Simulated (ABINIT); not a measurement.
Si in ABINIT: convergence with k mesh

Input of the first run (k mesh 2 × 2 × 1); the others differ in this setting and in those tied to it:

File run.abi:

```
# Pseudopotentials
pp_dirpath "./"
pseudos "Si.GGA_PBE-JTH.xml"

# Structure
acell 3*1.0
rprim
     7.2401406968     0.0000000000     0.0000000000
    -3.6200703485     6.2701457705     0.0000000000
     0.0000000000     0.0000000000    11.9669212312
ntypat 1
znucl 14
natom 4
typat 1 1 1 1
xred
     0.6624090000     0.3337130000     0.9403250000
     0.3346860000     0.6586850000     0.4343140000
     0.6743670000     0.3454220000     0.5621860000
     0.3142490000     0.6473930000     0.0588250000
chkprim 0
chksymtnons 0
tolsym 1.0e-6

# Plane-wave basis
ecut 15.0
pawecutdg 30.0
pawxcdev 0

# k points
kptopt 1
ngkpt 2 2 1
nshiftk 1
shiftk 0.0 0.0 0.0

# Exchange and correlation
ixc -106131

# Bands and occupations
nband 12
occopt 6
tsmear 0.00183747

# SCF cycle
nstep 100
tolvrs 1.0e-9

# Output
iomode 3
prtwf 0
prtden 0
prteig 0
prtebands 0
enunit 1
```

Potentials or basis: JTH PAW PBE v2.0.

Command:

```sh
$ abinit run.abi > log 2>&1
```

The cell isn't the ideal one: atoms moved at random, drawn with an rms of 0.05 Å.

This isn't the form of Si at room conditions, which is diamond.

Hardware: 1 thread of Arm Neoverse V1 (shared host).

```tsv
k mesh	energy less the tightest run (meV/atom)	pressure (GPa)	largest force (eV/Å)	gap on the mesh (eV)	SCF cycles	CPU time (s)	peak memory (GiB)
2 × 2 × 1	537.13	6.84	1.247	0.189	14	11	0.09
4 × 4 × 2	41.12	5.03	0.999	0.275	16	24	0.1
5 × 5 × 2	10.99	4.82	0.992	0.396	14	27	0.1
6 × 6 × 3	8.04	4.76	1.001	0.284	16	51	0.12
7 × 7 × 4	2.07	4.71	1.001	0.345	12	65	0.14
8 × 8 × 4	0.68	4.70	1.000	0.286	12	83	0.15
10 × 10 × 5	0.20	4.70	0.999	0.287	14	180	0.21
12 × 12 × 6	0.00	4.70	0.999	0.287	12	260	0.3
```

Against the tightest run, the energy stays within 1 meV/atom from 8 × 8 × 4 on; the pressure stays within 0.1 GPa from 6 × 6 × 3 on; the largest force stays within 0.005 eV/Å from 6 × 6 × 3 on; the gap on the mesh stays within 0.01 eV from 8 × 8 × 4 on. Meshes of other sizes hit other points, so gaps and Fermi surfaces needn't settle smoothly. The tightest run that finished is the yardstick and may itself not be fully converged.

Caveat, for the tightest run too: the PAW data sets were made with another functional, which shifts forces and pressure a little.
